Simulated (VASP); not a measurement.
# Mo (Im-3m) in VASP: notebook

The runs below take Mo through single point, with PBE.

All numbers are computed with VASP 6.6.1; they aren't measurements. Logs are shortened: lines on timing, memory, paths and dates and some standing lists are left out, and cuts for length are marked.

### Step 1. Starting point

Symmetry: Im-3m, No. 229, cubic system. Conventional cell: a = 3.168 Å, b = 3.168 Å, c = 3.168 Å, α = 90.00°, β = 90.00°, γ = 90.00°. Mo (site symmetry m-3m) has 8 Mo at 2.74 Å as nearest neighbours.

### Step 2. Single point, PBE

INCAR reads:

```
ADDGRID = F
ALGO = Normal
EDIFF = 1E-7
ENCUT = 450
GGA = PE
ISIF = 2
ISMEAR = 1
LASPH = T
LCHARG = F
LREAL = Auto
LWAVE = F
NBANDS = 13
NELM = 100
PREC = Accurate
SIGMA = 0.2
```

KPOINTS reads:

```
k-points
0
Gamma
  11 11 11
```

POSCAR reads:

```
Mo
1.0
   -1.6018940000      1.6123050000      1.5868230000
    1.5840600000     -1.5829550000      1.5396390000
    1.5998790000      1.5809390000     -1.5574730000
Mo
1
Direct
   -0.0100820000     -0.0008690000      0.0196120000
```

Potentials or basis: VASP PAW PBE potentials, release 64 (Mo_sv).

On the command line:

```
cat potpaw_PBE.64/Mo_sv/POTCAR > POTCAR
mpirun -np 1 vasp_std > vasp.out
```

OUTCAR:

```text
EDIFF = 1E-7
   ENCUT = 450
   GGA = PE
   ISIF = 2
   ISMEAR = 1
   LASPH = T
   LREAL = Auto
   NELM = 100
   PREC = Accurate

 Found    666 irreducible k-points:

 Following reciprocal coordinates:
            Coordinates               Weight
  0.000000  0.000000  0.000000      1.000000
  0.090909 -0.000000  0.000000      2.000000
  0.181818 -0.000000  0.000000      2.000000
  0.272727 -0.000000  0.000000      2.000000
  0.363636  0.000000  0.000000      2.000000
  0.454545  0.000000  0.000000      2.000000
   k-points           NKPTS =    666   k-points in BZ     NKDIM =    666   number of bands    NBANDS=     13
   number of dos      NEDOS =    301   number of ions     NIONS =      1
   total plane-waves  NPLWV =   8000
   dimension x,y,z NGX =    20 NGY =   20 NGZ =   20
   dimension x,y,z NGXF=    40 NGYF=   40 NGZF=   40
   ions per type =               1
   NGX,Y,Z   is equivalent  to a cutoff of  11.99, 12.23, 12.15 a.u.
   NGXF,Y,Z  is equivalent  to a cutoff of  23.99, 24.47, 24.31 a.u.
 SYSTEM =  unknown system
   PREC   = accura    normal or accurate (medium, high low for compatibility)
   ISTART =      0    job   : 0-new  1-cont  2-samecut
   ICHARG =      2    charge: 1-file 2-atom 10-const
   ISPIN  =      1    spin polarized calculation?
   LNONCOLLINEAR =      F non collinear calculations
   LSORBIT =      F    spin-orbit coupling
   LASPH  =      T    aspherical Exc in radial PAW
   ENCUT  =  450.0 eV  33.07 Ry    5.75 a.u.   4.79  4.70  4.73*2*pi/ulx,y,z
   NELM   =    100;   NELMIN=  2; NELMDL= -5     # of ELM steps
   EDIFF  = 0.1E-06   stopping-criterion for ELM
   LREAL  =      T    real-space projection
   EDIFFG = 0.1E-05   stopping-criterion for IOM
   NSW    =      0    number of steps for IOM
   IBRION =     -1    ionic relax: 0-MD 1-quasi-New 2-CG
   NFREE  =      0    steps in history (QN), initial steepest desc. (CG)
   ISIF   =      2    stress and relaxation
   ISYM   =      2    0-nonsym 1-usesym 2-fastsym
   POTIM  = 0.5000    time-step for ionic-motion
   TEBEG  =    0.0;   TEEND  =   0.0 temperature during run
   PSTRESS=    0.0 pullay stress
   NELECT =      14.0000    total number of electrons
   NUPDOWN=      -1.0000    fix difference up-down
   EMIN   =  10.00;   EMAX   =-10.00  energy-range for DOS
   EFERMI =   0.00;   METHOD = LEGACY
   ISMEAR =     1;   SIGMA  =   0.20  broadening in eV -4-tet -1-fermi 0-gaus
   EFERMI_NEDOS =   21; number of points for ismear=-14 and -15
   IALGO  =     38    algorithm
   IMIX   =      4    mixing-type and parameters
     AMIX     =   0.40;   BMIX     =  1.00
     AMIX_MAG =   1.60;   BMIX_MAG =  1.00
  volume/ion in A,a.u.               =      15.89       107.24
  Fermi-wavevector in a.u.,A,eV,Ry     =   1.569380  2.965697 33.510502  2.462952
  Thomas-Fermi vector in A             =   2.671271
   LORBIT       =      0    0 simple, 1 ext, 2 COOP (PROOUT), +10 PAW based schemes
   GGA     = PE    functional components
   LHFCALC =     F    Hartree Fock is set to
   AEXX    =    0.0000 exact exchange contribution
   IVDW    =     0    specifies the selected vdW correction
   LEPSILON=     F    determine dielectric tensor
   LRPA    =     F    only Hartree local field effects (RPA)
 non-spin polarized calculation
 Methfessel and Paxton  Order N= 1 SIGMA  =   0.20
  energy-cutoff  :      450.00
  volume of cell :       15.89
 maximum number of plane-waves:       366
   NGX =  9   NGY =  9   NGZ =  9

 number of electron      13.9999999 magnetization

 Free energy of the ion-electron system (eV)
  ---------------------------------------------------
  ext. energy  EPLUGINS =         0.00000000
  ---------------------------------------------------
  free energy    TOTEN  =       -10.90835788 eV

  energy without entropy =      -10.90574491  energy(sigma->0) =      -10.90748689

 E-fermi :  12.2514     XC(G=0): -13.2971

 val. band max:       12.2511913894   @ k =  -0.1818   0.1818   0.1818
 cond. band min:      12.2586599558   @ k =  -0.2727   0.2727   0.3636
 fundamental gap:      0.0074685664
 Fermi energy:        12.2513652482

 k-point     1 :       0.0000    0.0000    0.0000
  band No.  band energies     occupation
      1     -48.9477      2.00000
      2     -22.2771      2.00000
      3     -22.2512      2.00000
      4     -22.2246      2.00000
      5       5.1493      2.00000
      6      10.7597      2.00000
      7      11.0507      2.00000
      8      11.1819      2.00000
      9      13.8184     -0.00000
     10      14.1156     -0.00000
     11      26.9268      0.00000
     12      27.0280      0.00000
     13      27.4759      0.00000

 k-point     2 :       0.0909   -0.0000    0.0000
  band No.  band energies     occupation
      1     -48.9294      2.00000
      2     -22.3817      2.00000
      3     -22.2855      2.00000
      4     -22.2286      2.00000
      5       5.4984      2.00000
      6      10.6101      2.00000
      7      10.9790      2.00000
      8      11.4645      2.00000
      9      13.7371     -0.00000
     10      14.0032     -0.00000
     11      27.4337      0.00000
     12      27.5943      0.00000
     13      27.8225      0.00000
[... 33 lines left out ...]
 k-point     5 :       0.3636    0.0000    0.0000
  band No.  band energies     occupation
      1     -48.7541      2.00000
      2     -23.3462      2.00000
      3     -22.5833      2.00000
      4     -22.2478      2.00000
      5       7.3257      2.00000
      6       9.1740      2.00000
      7      12.0465      2.05495
      8      14.0122     -0.00000
      9      14.5224     -0.00000
     10      15.4314     -0.00000
     11      25.3642      0.00000
     12      25.6900      0.00000
     13      31.8475      0.00000

 k-point     6 :       0.4545    0.0000    0.0000
  band No.  band energies     occupation
      1     -48.7176      2.00000
      2     -23.5320      2.00000
      3     -22.6421      2.00000
      4     -22.2515      2.00000
      5       7.1409      2.00000
      6       8.9267      2.00000
      7      13.4790     -0.00000
      8      14.1581     -0.00000
      9      14.7550     -0.00000
     10      16.6775      0.00000
     11      23.8324      0.00000
     12      24.5059      0.00000
     13      29.7329      0.00000

 [... further k-points ...]

------------------------ aborting loop because EDIFF is reached ----------------------------------------

  FORCE on cell =-STRESS in cart. coord.  units (eV):
  Direction    XX          YY          ZZ          XY          YZ          ZX
  --------------------------------------------------------------------------------------
  -------------------------------------------------------------------------------------
  Total       -0.2033030     -0.2778133      0.2307065      0.0031871     -0.0808317      0.0471462
  in kB      -20.4967943    -28.0088383     23.2595809      0.3213206     -8.1493668      4.7532278
  external PRESSURE =      -8.4153506 kB  Pullay stress =       0.0000000 kB

 VOLUME and BASIS-vectors are now :
 -----------------------------------------------------------------------------
  energy-cutoff  :      450.00
  volume of cell :       15.89
      direct lattice vectors                 reciprocal lattice vectors
    -1.601894000  1.612305000  1.586823000     0.001971750  0.310249238  0.316949110
     1.584060000 -1.582955000  1.539639000     0.315876418 -0.002757309  0.321678072
     1.599879000  1.580939000 -1.557473000     0.314268351  0.313370033 -0.001149142

 POSITION                                       TOTAL-FORCE (eV/Angst)
 -----------------------------------------------------------------------------------
      0.02832      0.04548      3.07858         0.000000      0.000000     -0.000000
 -----------------------------------------------------------------------------------
    total drift:                                0.000001      0.000000     -0.000005

  FREE ENERGIE OF THE ION-ELECTRON SYSTEM (eV)
  ---------------------------------------------------
  free  energy   TOTEN  =       -10.9083578781 eV

  energy  without entropy=      -10.9057449115  energy(sigma->0) =      -10.90748689
```

OSZICAR:

```text
N       E                     dE             d eps       ncg     rms          rms(c)
DAV:   1     0.794232033250E+02    0.79423E+02   -0.74944E+03 17602   0.991E+02
DAV:   2    -0.106109023517E+02   -0.90034E+02   -0.86713E+02 19916   0.289E+02
DAV:   3    -0.115808846072E+02   -0.96998E+00   -0.96762E+00 19371   0.298E+01
DAV:   4    -0.115831238205E+02   -0.22392E-02   -0.22392E-02 19476   0.173E+00
DAV:   5    -0.115831378722E+02   -0.14052E-04   -0.14053E-04 19601   0.121E-01    0.142E+01
DAV:   6    -0.109931487328E+02    0.58999E+00   -0.73511E-01 17876   0.105E+01    0.378E+00
DAV:   7    -0.109117740370E+02    0.81375E-01   -0.15045E-01 19301   0.452E+00    0.100E+00
DAV:   8    -0.109083684457E+02    0.34056E-02   -0.45620E-03 18056   0.856E-01    0.191E-01
DAV:   9    -0.109083516018E+02    0.16844E-04   -0.22036E-04 20096   0.184E-01    0.624E-02
DAV:  10    -0.109083576842E+02   -0.60825E-05   -0.17806E-05 18296   0.497E-02    0.406E-03
DAV:  11    -0.109083580389E+02   -0.35467E-06   -0.15012E-07 18507   0.426E-03    0.107E-03
DAV:  12    -0.109083578764E+02    0.16247E-06   -0.10922E-08  9648   0.122E-03    0.153E-04
DAV:  13    -0.109083578781E+02   -0.17017E-08   -0.12000E-09  8958   0.454E-04
   1 F= -.10908358E+02 E0= -.10907487E+02  d E =-.261297E-02
```

It took 1.8 min on 1 thread of Intel Xeon 6975P-C (Granite Rapids), shared host; peak memory 0.19 GiB.

The run converged, but some of its settings lie outside the range that counts as converged, so its numbers aren't taken as properties of the crystal.

What came out:

| Property | Result |
| --- | --- |
| Free energy | -10.9084 eV |
| Pressure | -0.8 GPa |
| Band gap on the k mesh | none (metal or under the smearing width) |

### Step 3. Single point, PBE

INCAR: that of step 2 with these lines changed.

```diff
@@ -2,3 +2,3 @@
 ALGO = Normal
-EDIFF = 1E-7
+EDIFF = 0.01
 ENCUT = 450
@@ -9,3 +9,3 @@
 LCHARG = F
-LREAL = Auto
+LREAL = F
 LWAVE = F
```

KPOINTS is that of step 2.

POSCAR reads:

```
Mo
1.0
   -1.5838089719      1.5838089719      1.5838089719
    1.5838089719     -1.5838089719      1.5838089719
    1.5838089719      1.5838089719     -1.5838089719
Mo
1
Direct
    0.0000000000      0.0000000000      0.0000000000
```

Potentials or basis: VASP PAW PBE potentials, release 64 (Mo_sv).

On the command line:

```
cat potpaw_PBE.64/Mo_sv/POTCAR > POTCAR
mpirun -np 1 vasp_std > vasp.out
```

Run time: 2.9 s. Hardware: 1 thread of Intel Xeon 6975P-C (Granite Rapids), shared host; peak memory 0.12 GiB.

The run converged, but some of its settings lie outside the range that counts as converged, so its numbers aren't taken as properties of the crystal.

Results:

| Item | Value |
| --- | --- |
| Free energy | -10.9122 eV |
| Pressure | -2.8 GPa |
| Band gap on the k mesh | none (metal or under the smearing width) |

### Step 4. Single point, PBE

INCAR is that of step 3.

KPOINTS is that of step 3.

POSCAR reads:

```
Mo
1.0
   -1.6018940000      1.6123050000      1.5868230000
    1.5840600000     -1.5829550000      1.5396390000
    1.5998790000      1.5809390000     -1.5574730000
Mo
1
Direct
   -0.0100820000     -0.0008690000      0.0196120000
```

On the command line:

```
cat potpaw_PBE.64/Mo_sv/POTCAR > POTCAR
mpirun -np 1 vasp_std > vasp.out
```

Run time: 24 s. Hardware: 1 thread of Intel Xeon 6975P-C (Granite Rapids), shared host; peak memory 0.21 GiB.

These settings aren't checked as converged: the numbers below hold their error.

What came out:

* Free energy: -10.9081 eV
* Pressure: -2.4 GPa
* Band gap on the k mesh: none (metal or under the smearing width)
